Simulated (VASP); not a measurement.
# C (Fm-3m) in VASP: notebook, part 2 of 3

VASP 6.6.1.

**3. Relaxation of cell and atoms, PBE**

File INCAR:

```
PREC = Accurate
ENCUT = 600
EDIFF = 1E-7
ISMEAR = 0
SIGMA = 0.02
LREAL = F
LASPH = T
NELM = 80
ALGO = Normal
ISIF = 3
LWAVE = F
LCHARG = F
GGA = PE
IBRION = 2
NSW = 100
EDIFFG = -0.01
```

File KPOINTS:

```
regular mesh
0
Gamma
  8 8 8
```

File POSCAR:

```
C
1.0
    0.0000000000      3.3466327938      3.3466327938
    3.3466327938      0.0000000000      3.3466327938
    3.3466327938      3.3466327938      0.0000000000
C
10
Direct
    0.2500000000      0.2500000000      0.2500000000
    0.8823744030      0.8823744030      0.8823744030
    0.8823744030      0.8823744030      0.3528767910
    0.8823744030      0.3528767910      0.8823744030
    0.3528767910      0.8823744030      0.8823744030
    0.6471232090      0.1176255970      0.1176255970
    0.1176255970      0.1176255970      0.6471232090
    0.1176255970      0.6471232090      0.1176255970
    0.1176255970      0.1176255970      0.1176255970
    0.7500000000      0.7500000000      0.7500000000
```

Potentials or basis: VASP PAW PBE potentials, release 64 (C).

On the command line:

```
$ cat potpaw_PBE.64/C/POTCAR > POTCAR
$ mpirun -np 1 vasp_std > vasp.out
```

OUTCAR:

```text
PREC = Accurate
   ENCUT = 600
   EDIFF = 1E-7
   ISMEAR = 0
   LREAL = F
   LASPH = T
   NELM = 80
   ISIF = 3
   GGA = PE
   IBRION = 2
   NSW = 100
   EDIFFG = -0.01

 ion  position               nearest neighbor table
   1  0.250  0.250  0.250-   9 1.53   7 1.53   8 1.53   6 1.53
   2  0.882  0.882  0.882-  10 1.53   7 1.57   8 1.57   6 1.57
   3  0.882  0.882  0.353-  10 1.53   8 1.57   9 1.57   6 1.57
[... 922 lines left out ...]
  in kB        1.7222103      1.7222103      1.7222103      0.0000000     -0.0000000      0.0000000
  external PRESSURE =       1.7222103 kB  Pullay stress =       0.0000000 kB

 VOLUME and BASIS-vectors are now :
 -----------------------------------------------------------------------------
  energy-cutoff  :      600.00
  volume of cell :       74.96
      direct lattice vectors                 reciprocal lattice vectors
     0.000000000  3.346632794  3.346632794    -0.149403903  0.149403903  0.149403903
     3.346632794  0.000000000  3.346632794     0.149403903 -0.149403903  0.149403903
     3.346632794  3.346632794  0.000000000     0.149403903  0.149403903 -0.149403903

 POSITION                                       TOTAL-FORCE (eV/Angst)
 -----------------------------------------------------------------------------------
      1.67332      1.67332      1.67332        -0.000000     -0.000000      0.000000
      5.90597      5.90597      5.90597         0.002794      0.002794      0.002794
      4.13393      4.13393      5.90597        -0.002794     -0.002794      0.002794
      4.13393      5.90597      4.13393        -0.002794      0.002794     -0.002794
      5.90597      4.13393      4.13393         0.002794     -0.002794     -0.002794
      0.78730      2.55933      2.55933        -0.002794      0.002794      0.002794
      2.55933      2.55933      0.78730         0.002794      0.002794     -0.002794
      2.55933      0.78730      2.55933         0.002794     -0.002794      0.002794
      0.78730      0.78730      0.78730        -0.002794     -0.002794     -0.002794
      5.01995      5.01995      5.01995         0.000000      0.000000      0.000000
 -----------------------------------------------------------------------------------
    total drift:                               -0.000000     -0.000000      0.000000

  FREE ENERGIE OF THE ION-ELECTRON SYSTEM (eV)
  ---------------------------------------------------
  free  energy   TOTEN  =       -85.0284029086 eV

  energy  without entropy=      -85.0284029086  energy(sigma->0) =      -85.02840291

 reached required accuracy - stopping structural energy minimisation
```

OSZICAR:

```text
N       E                     dE             d eps       ncg     rms          rms(c)
DAV:   1     0.171191815741E+03    0.17119E+03   -0.23224E+04  1508   0.164E+03
DAV:   2    -0.773906539647E+02   -0.24858E+03   -0.24110E+03  1960   0.297E+02
DAV:   3    -0.892229159290E+02   -0.11832E+02   -0.11778E+02  1936   0.663E+01
DAV:   4    -0.894244276806E+02   -0.20151E+00   -0.20116E+00  2046   0.907E+00
DAV:   5    -0.894298082236E+02   -0.53805E-02   -0.53769E-02  2062   0.138E+00    0.121E+01
DAV:   6    -0.861338117098E+02    0.32960E+01   -0.31791E+00  1672   0.965E+00    0.699E+00
DAV:   7    -0.850112058696E+02    0.11226E+01   -0.28277E+00  1788   0.910E+00    0.200E+00
DAV:   8    -0.850193640420E+02   -0.81582E-02   -0.15323E-01  1844   0.251E+00    0.631E-01
DAV:   9    -0.850271377664E+02   -0.77737E-02   -0.22524E-02  1770   0.930E-01    0.182E-01
DAV:  10    -0.850284637176E+02   -0.13260E-02   -0.43370E-03  1870   0.416E-01    0.635E-02
DAV:  11    -0.850284205344E+02    0.43183E-04   -0.68724E-04  1718   0.165E-01    0.264E-02
DAV:  12    -0.850284105832E+02    0.99512E-05   -0.48613E-05  2094   0.443E-02    0.192E-02
DAV:  13    -0.850284045815E+02    0.60016E-05   -0.40334E-05  1676   0.375E-02    0.689E-03
DAV:  14    -0.850284030849E+02    0.14966E-05   -0.40559E-06  1928   0.114E-02    0.392E-03
DAV:  15    -0.850284029793E+02    0.10560E-06   -0.34196E-07  1726   0.354E-03    0.240E-03
DAV:  16    -0.850284029086E+02    0.70706E-07   -0.68520E-07  1724   0.435E-03
   1 F= -.85028403E+02 E0= -.85028403E+02  d E =-.850284E+02
```

CONTCAR:

```text
C
   1.00000000000000
     0.0000000000000000    3.3466327938000000    3.3466327938000000
     3.3466327938000000    0.0000000000000000    3.3466327938000000
     3.3466327938000000    3.3466327938000000    0.0000000000000000
  C
    10
Direct
     0.2500000000000000    0.2500000000000000    0.2500000000000000
     0.8823744030000000    0.8823744030000000    0.8823744030000000
     0.8823744030000000    0.8823744030000000    0.3528767909999999
     0.8823744030000000    0.3528767909999999    0.8823744030000000
     0.3528767909999999    0.8823744030000000    0.8823744030000000
     0.6471232090000001    0.1176255970000000    0.1176255970000000
     0.1176255970000000    0.1176255970000000    0.6471232090000001
     0.1176255970000000    0.6471232090000001    0.1176255970000000
     0.1176255970000000    0.1176255970000000    0.1176255970000000
     0.7500000000000000    0.7500000000000000    0.7500000000000000

  0.00000000E+00  0.00000000E+00  0.00000000E+00
  0.00000000E+00  0.00000000E+00  0.00000000E+00
  0.00000000E+00  0.00000000E+00  0.00000000E+00
  0.00000000E+00  0.00000000E+00  0.00000000E+00
  0.00000000E+00  0.00000000E+00  0.00000000E+00
  0.00000000E+00  0.00000000E+00  0.00000000E+00
  0.00000000E+00  0.00000000E+00  0.00000000E+00
  0.00000000E+00  0.00000000E+00  0.00000000E+00
  0.00000000E+00  0.00000000E+00  0.00000000E+00
  0.00000000E+00  0.00000000E+00  0.00000000E+00
```

It took 77 s on 1 thread of Intel Xeon Platinum 8488C (Sapphire Rapids), shared host; peak memory 0.23 GiB.

What came out:

```
Free energy                  : -85.0284 eV
Pressure after relaxing      : 0.2 GPa
Largest force after relaxing : 0.005 eV/Å
Band gap on the k mesh       : 2.23 eV, indirect (least direct gap 3.47 eV)
```

Forces in eV/Å, atoms in the order of the input:
```
C    0.000  0.000  0.000
C    0.003  0.003  0.003
C   -0.003 -0.003  0.003
C   -0.003  0.003 -0.003
C    0.003 -0.003 -0.003
C   -0.003  0.003  0.003
C    0.003  0.003 -0.003
C    0.003 -0.003  0.003
C   -0.003 -0.003 -0.003
C    0.000  0.000  0.000
```

Final structure:
```
C
1.0
     0.00000    3.34663    3.34663
     3.34663    0.00000    3.34663
     3.34663    3.34663    0.00000
C
10
Direct
  0.25000 0.25000 0.25000
  0.88237 0.88237 0.88237
  0.88237 0.88237 0.35288
  0.88237 0.35288 0.88237
  0.35288 0.88237 0.88237
  0.64712 0.11763 0.11763
  0.11763 0.11763 0.64712
  0.11763 0.64712 0.11763
  0.11763 0.11763 0.11763
  0.75000 0.75000 0.75000
```

Levels at points of the mesh, in eV from the valence-band top:
```
           k point  band 18  band 19  band 20  band 21  band 22  band 23
(0.00, 0.00, 0.00)     0.00     0.00     0.00     3.52     3.86     3.86
(0.50, 0.00, 0.00)    -1.50    -1.50    -1.24     2.23     6.14     6.22
(0.50, 0.50, 0.00)    -2.94    -1.55    -1.55     5.32     5.32     5.48
```

Caveat: the relaxation stopped at its first step, so nothing moved. A k mesh can miss the band edges.

**4. Single point, PBE**

This run uses another cell than the first one, of 7.12 Å³/atom, 0.949 times its volume.

File INCAR:

```
SYSTEM = C
ALGO     = Fast           ! electronic algorithm
EDIFF    = 1E-6           ! SCF threshold, eV
ENCUT    = 520            ! plane-wave cutoff, eV
GGA      = PE             ! functional
ISIF     = 2              ! what is computed and relaxed
ISMEAR   = 0              ! smearing method
LASPH    = .TRUE.         ! aspherical terms in the spheres
LCHARG   = .FALSE.        ! write CHGCAR
LREAL    = .FALSE.        ! projectors in reciprocal space
LWAVE    = .FALSE.        ! write WAVECAR
NBANDS   = 31             ! bands
NELM     = 80             ! most SCF steps
PREC     = Accurate       ! precision mode
SIGMA    = 0.1            ! smearing width, eV
```

File KPOINTS:

```
k-points
0
G
  4 4 4
  0 0 0
```

File POSCAR:

```
C
1.0
    0.0000000000      3.2895870200      3.2895870200
    3.2895870200      0.0000000000      3.2895870200
    3.2895870200      3.2895870200      0.0000000000
C
10
Direct
    0.2500000000      0.2500000000      0.2500000000
    0.8859832900      0.8859832900      0.8859832900
    0.8859832900      0.8859832900      0.3420501400
    0.8859832900      0.3420501400      0.8859832900
    0.3420501400      0.8859832900      0.8859832900
    0.6579498600      0.1140167100      0.1140167100
    0.1140167100      0.1140167100      0.6579498600
    0.1140167100      0.6579498600      0.1140167100
    0.1140167100      0.1140167100      0.1140167100
    0.7500000000      0.7500000000      0.7500000000
```

On the command line:

```
$ cat potpaw_PBE.64/C/POTCAR > POTCAR
$ mpirun -np 1 vasp_std > vasp.out
```

It took 18 s on 1 thread of Intel Xeon Platinum 8488C (Sapphire Rapids), shared host; peak memory 0.18 GiB.

It converged, with:

- Free energy: -84.1009 eV
- Pressure: 26.4 GPa
- Largest force: 3.867 eV/Å
- Band gap on the k mesh: 2.34 eV, indirect (least direct gap 3.16 eV)

Forces in eV/Å, atoms in the order of the input:
```
C    0.000  0.000  0.000
C   -2.233 -2.233 -2.233
C    2.233  2.233 -2.233
C    2.233 -2.233  2.233
C   -2.233  2.233  2.233
C    2.233 -2.233 -2.233
C   -2.233 -2.233  2.233
C   -2.233  2.233 -2.233
C    2.233  2.233  2.233
C    0.000  0.000  0.000
```

Levels at points of the mesh, in eV from the valence-band top:
| k point | band 17 | band 18 | band 19 | band 20 | band 21 | band 22 | band 23 | band 24 |
| --- | --- | --- | --- | --- | --- | --- | --- | --- |
| (0.00, 0.00, 0.00) | -1.79 | 0.00 | 0.00 | 0.00 | 3.16 | 3.76 | 3.76 | 3.76 |
| (0.50, 0.00, 0.00) | -2.58 | -1.72 | -1.49 | -1.49 | 2.34 | 5.80 | 6.49 | 6.49 |
| (0.50, 0.50, 0.00) | -2.98 | -2.98 | -1.90 | -1.90 | 5.62 | 5.62 | 5.78 | 5.83 |

Caveat: so large a pressure means that the cell lies far from this level's equilibrium, or that cutoff or potentials fall short; forces of over 1 eV/Å show positions far from the minimum, so gaps and moduli don't describe the material at rest. Expect the measured gap to be larger: semilocal functionals such as PBE lack the derivative discontinuity.

(Continued in part 3 of 3.)
